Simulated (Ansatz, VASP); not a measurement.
Two plane-wave programs on Na

```
CELL_PARAMETERS angstrom
-1.88657 1.88657 2.66761
1.88657 -1.88657 2.66761
1.88657 1.88657 -2.66761
ATOMIC_POSITIONS crystal
Na 0.00000 0.00000 0.00000
```

Alike in both runs: task single point; functional LDA; k mesh 18 × 18 × 18; occupations gaussian, width 0.15 eV; no spin polarisation.

```csv
,VASP,Ansatz
version,VASP 6.6.1,Ansatz 0.2.0
potentials or method,"VASP PAW LDA potentials, release 64 (Na_pv)","scalar-relativistic, plane waves, PAW"
plane-wave cutoff (eV),520,420
valence electrons in the cell,7,9
```

```csv
,VASP,Ansatz,Ansatz less VASP
gap on the k mesh at the Fermi level (eV),none,none,-
pressure (GPa),-0.9,-0.9,+0.02
```

A gap of «none» marks a metal or a gap that the smearing closes. The two sets of potentials don't hold the same shells in valence.
